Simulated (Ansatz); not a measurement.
**SnO2 (Cassiterite): band structure with PBE**

The system is SnO2 (Cassiterite).

```
Sn O
1.0
     4.73800    0.00000    0.00000
     0.00000    4.73800    0.00000
     0.00000    0.00000    3.18650
Sn O
2 4
Direct
  0.50000 0.50000 0.50000
  0.00000 0.00000 0.00000
  0.80710 0.19290 0.50000
  0.69290 0.69290 0.00000
  0.19290 0.80710 0.50000
  0.30710 0.30710 0.00000
```

```
Program                             : Ansatz 0.2.0
Task                                : band structure
Functional                          : PBE
Potentials or basis                 : Ansatz PAW
Cutoff                              : 420 eV (not typed: the program's choice for these potentials)
k mesh                              : 5 × 5 × 6
Occupations                         : fermi-dirac, width 0.05 eV
Spin                                : spin-orbit coupling, no magnetisation
Path                                : [["G", "X", "M", "G", "Z", "R", "A", "Z"], ["X", "R"], ["M", "A"]]
Points for each segment of the path : 14
```

```json
{
 "Pressure": "11.0 GPa",
 "Largest force": "0.273 eV/Å",
 "Band gap on the k mesh": "1.29 eV, direct",
 "Band gap along the path": "1.29 eV, direct"
}
```

Forces on the atoms (eV/Å):
```
Sn   0.000  0.000  0.000
Sn   0.000  0.000  0.000
O   -0.193  0.193  0.000
O    0.193  0.193  0.000
O    0.193 -0.193  0.000
O   -0.193 -0.193  0.000
```

Stress tensor (GPa, compression positive):
```
10.05  0.00  0.00
 0.00 10.05  0.00
 0.00  0.00 12.98
```

Levels at the corners of the path, in eV from the valence-band top:
```
point  band 50  band 51  band 52  band 53  band 54  band 55
    Γ    -0.76     0.00     0.00     1.29     1.29     6.17
    X    -0.63    -0.63    -0.63     4.45     4.45     4.45
    M    -0.90    -0.90    -0.90     4.86     4.86     4.86
    Γ    -0.76     0.00     0.00     1.29     1.29     6.17
    Z    -1.26    -1.26    -1.26     6.25     6.25     6.25
    R    -0.69    -0.68    -0.68     6.52     6.52     6.53
    A    -0.83    -0.83    -0.83     4.94     4.94     4.94
    Z    -1.26    -1.26    -1.26     6.25     6.25     6.25
    X    -0.63    -0.63    -0.63     4.45     4.45     4.45
    R    -0.69    -0.68    -0.68     6.52     6.52     6.53
    M    -0.90    -0.90    -0.90     4.86     4.86     4.86
    A    -0.83    -0.83    -0.83     4.94     4.94     4.94
```

Wall time 2.2 min on 2 threads of Intel(R) Xeon(R) Processor @ 2.50GHz (Skylake/Cascade Lake), with other jobs on the host, peak memory 0.86 GiB.

Caveat: the pressure holds a Pulay correction of +0.8 GPa for the finite cutoff. PBE gaps usually lie below the measured ones, often by a third to a half.
